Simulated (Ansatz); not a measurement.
## CaSe: clamped-ion strain scan

These are results of Ansatz, DFT PBE, scalar-relativistic, plane waves, PAW, not measurements. The runs took a 420 eV cutoff, a Γ-centred 8×8×8 mesh and Gaussian smearing (0.05 eV). No spin polarisation. Energies are free energies at this smearing, counted from the undisturbed cell; pressure is positive in compression.

Zero of the scan (as given, not relaxed at this level; it stands at 1.2 GPa):

```xyz
2
Lattice="0.0000 2.9560 2.9560 2.9560 0.0000 2.9560 2.9560 2.9560 0.0000" Properties=species:S:1:pos:R:3 pbc="T T T"
Ca    0.0000    0.0000    0.0000
Se    2.9560    2.9560    2.9560
```

The cell is strained by ε times the Voigt pattern (0, 1, 0, 0, 0, 0) (xx, yy, zz, yz, xz, xy; engineering shear) with fractional coordinates fixed.

| ε | ΔE (meV/atom) | stress summed along the pattern (GPa, tension positive) | pressure (GPa) | gap on the mesh (eV) |
| --- | --- | --- | --- | --- |
| -0.1000 | 163.3 | -23.16 | 10.0 | 1.55 |
| -0.0750 | 86.8 | -15.18 | 7.0 | 1.71 |
| -0.0500 | 38.4 | -9.13 | 4.6 | 1.84 |
| -0.0250 | 11.2 | -4.57 | 2.7 | 1.95 |
| 0.0000 | 0.0 | -1.17 | 1.2 | 2.03 |
| 0.0250 | 0.6 | 1.33 | 0.0 | 2.08 |
| 0.0500 | 9.7 | 3.12 | -0.9 | 2.14 |
| 0.0750 | 25.0 | 4.39 | -1.6 | 2.19 |
| 0.0875 | 34.4 | 4.86 | -1.9 | 2.22 |
| 0.1000 | 44.6 | 5.24 | -2.2 | 2.24 |